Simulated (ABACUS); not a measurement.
The system is InP.

```
CELL_PARAMETERS angstrom
0.00000 2.93050 2.93050
2.93050 0.00000 2.93050
2.93050 2.93050 0.00000
ATOMIC_POSITIONS crystal
In 0.00000 0.00000 0.00000
P 0.75000 0.75000 0.75000
```

| Item | Value |
| --- | --- |
| Program | ABACUS 3.10.1 |
| Task | relaxation of cell and atoms |
| Functional | B86bPBE |
| Potentials or basis | GBRV ultrasoft 1.5 PBE |
| Cutoff | 544 eV |
| Density cutoff | 4354 eV |
| Basis | plane waves |
| k mesh | 6 × 6 × 6 |
| Occupations | fermi-dirac, width 0.05 eV |
| Spin | no spin polarisation |

At the start: pressure 3.1 GPa; volume 25.17 Å³/atom.

Where does the relaxation end?

Over 4 steps the energy falls by 15.3 meV/atom and the volume is 26.36 Å³/atom (+4.7 %); space group F-43m (No. 216, to 0.05 Å).

Step by step:
```tsv
step	energy change (eV)	largest force (eV/Å)	pressure (GPa)	volume (Å³)
1	0.0000	0.0000	3.12	50.33
2	-0.0113	0.0000	2.35	50.86
3	-0.0301	0.0000	0.14	52.60
4	-0.0307	0.0000	0.01	52.72
```

Final structure:
```cif
data_structure
_symmetry_space_group_name_H-M 'P 1'
_symmetry_Int_Tables_number 1
_cell_length_a 4.2088
_cell_length_b 4.2088
_cell_length_c 4.2088
_cell_angle_alpha 60.000
_cell_angle_beta 60.000
_cell_angle_gamma 60.000
_cell_volume 52.72
loop_
_atom_site_label
_atom_site_type_symbol
_atom_site_fract_x
_atom_site_fract_y
_atom_site_fract_z
_atom_site_occupancy
In1 In 0.00000 0.00000 0.00000 1
P1 P 0.75000 0.75000 0.75000 1
```

Caveat: the potentials were made for another functional, which shifts forces and pressure.
